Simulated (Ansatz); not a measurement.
Start from ZnTe in the zinc blende structure (space group F-43m, No. 216; a = 6.114 Å).

Method: r2SCAN (Ansatz, a first-principles code), scalar-relativistic without spin-orbit coupling.

For the base:

| Property | Result |
|---|---|
| Band gap | 1.79 eV |
| Lattice parameter a | 6.114 Å |
| Smallest direct gap | 1.79 eV |
| Gap character | direct at Γ |

Now apply this change: a hydrostatic pressure of 50 GPa.

### Question
How does this affect the band gap, lattice parameter a, smallest direct gap and gap character?

### Answer
The band gap drops by 0.43 eV to 1.36 eV; the lattice parameter a falls by 0.7683 Å, from 6.114 Å to 5.345 Å; the smallest direct gap rises by 2.25 eV (1.79 eV → 4.04 eV); the gap character goes from direct at Γ to indirect, Γ → a point along ⟨100⟩, about 1.0 Å⁻¹ from Γ.

With Te present, leaving out spin-orbit coupling can change the band edges. Load acts through the strain it causes; cell and atoms are relaxed under it. Stability against distortions was not tested. Measured, ZnTe leaves this structure (for cinnabar) near 9.5 GPa (temperature not stated; as listed in Datta, Sujoy, Jana, Debnarayan, arXiv (2020)), on rising pressure, with hysteresis.
